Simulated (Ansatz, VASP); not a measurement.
RbBr in VASP and in Ansatz

The input INCAR:

```
PREC = Accurate
ENCUT = 520
EDIFF = 1E-7
ISMEAR = 0
SIGMA = 0.01
LREAL = F
LASPH = T
NELM = 80
ALGO = Normal
ISIF = 2
LWAVE = F
LCHARG = F
GGA = PE
NBANDS = 15
```

Contents of KPOINTS:

```
Automatic mesh
0
Gamma
  6 6 6
```

POSCAR

```
RbBr
1.0
    4.2344186698      0.0000000000      0.0000000000
    0.0000000000      4.2344186698      0.0000000000
    0.0000000000      0.0000000000      4.2344186698
Rb Br
1 1
Direct
    0.0000000000      0.0000000000      0.0000000000
    0.5000000000      0.5000000000      0.5000000000
```

Input for Ansatz:

```yaml
crystal:
  lattice:
    - [4.2344186698, 0.0, 0.0]
    - [0.0, 4.2344186698, 0.0]
    - [0.0, 0.0, 4.2344186698]
  atoms:
    - { symbol: Rb, position: [0.0, 0.0, 0.0] }
    - { symbol: Br, position: [0.5, 0.5, 0.5] }
kpoints:
  mp_grid: { grid: [6, 6, 6] }
hamiltonian:
  xc: pbe
scf:
  occupations: { method: fixed }
  n_extra_bands: 4
output:
  forces: true
  stress: true
  eigenvalues: true
```

Alike in both runs: task single point; functional PBE; k mesh 6 × 6 × 6; no spin polarisation.

```csv
,VASP,Ansatz
version,VASP 6.6.1,Ansatz 0.2.0
potentials or method,"VASP PAW PBE potentials, release 64 (Rb_sv, Br)","plane waves, PAW"
plane-wave cutoff (eV),520,420
occupations,"gaussian, width 0.01 eV",fixed
valence electrons in the cell,16,16
```

|  | VASP | Ansatz | Ansatz less VASP |
| --- | --- | --- | --- |
| gap on the k mesh at the Fermi level (eV) | 3.83 | 3.84 | +0.001 |
| pressure (GPa) | -0.3 | -0.3 | -0.02 |

A k mesh can miss the band edges. Expect the measured gap to be larger: semilocal functionals such as PBE lack the derivative discontinuity.
